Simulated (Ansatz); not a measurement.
## Re: pressure against volume

Re, Fm-3m, a = 3.881 Å. This isn't the element's structure at ambient conditions. Ansatz: PBEsol, PAW, 420 eV, Γ-centred 18×18×18 mesh on 1 atom, Gaussian smearing 0.10 eV; no spin polarisation. Symmetry fixes shape and atoms, so the cell is only scaled; pressure is positive in compression.

```
V (Å³/atom) P (GPa)
     12.856    65.34
     13.294    44.85
     13.732    27.46
     14.171        ?
     14.609     0.00
     15.047   -10.77
     15.486   -19.93
     16.070   -30.00
```

Problem. Take V0 = 14.609 Å³/atom, fit the third-order Birch–Murnaghan form to the other rows, and predict the missing pressure.

Solution. With the Eulerian strain f = ½[(V0/V)^(2/3) − 1] and y = P/[3f(1 + 2f)^(5/2)], the form is the line y = B0 + 1.5 B0 (B0′ − 4) f. Rows (f, y): 0.04448, 395.7; 0.03245, 393.7; 0.02107, 391.8; -0.00975, 386.8; -0.01906, 384.1; -0.03078, 380.8. Means f = 0.006402, y = 388.82; Σ(Δf)² = 0.004635, ΣΔfΔy = 0.8838; the slope is their ratio. y = 387.6 + 190.7 f GPa, so B0 = 387.6 GPa and B0′ = 4 + 2 × (190.7)/(3 × 387.6) = 4.33. At V = 14.171, f = 0.01025, y = 389.55 and P = 12.60 GPa. The run gave 12.64 GPa, so the fit is 0.04 GPa too low, within the rms miss on the fitted rows (0.04 GPa).

Spin–orbit coupling is left out, which can shift energies with elements as heavy as these.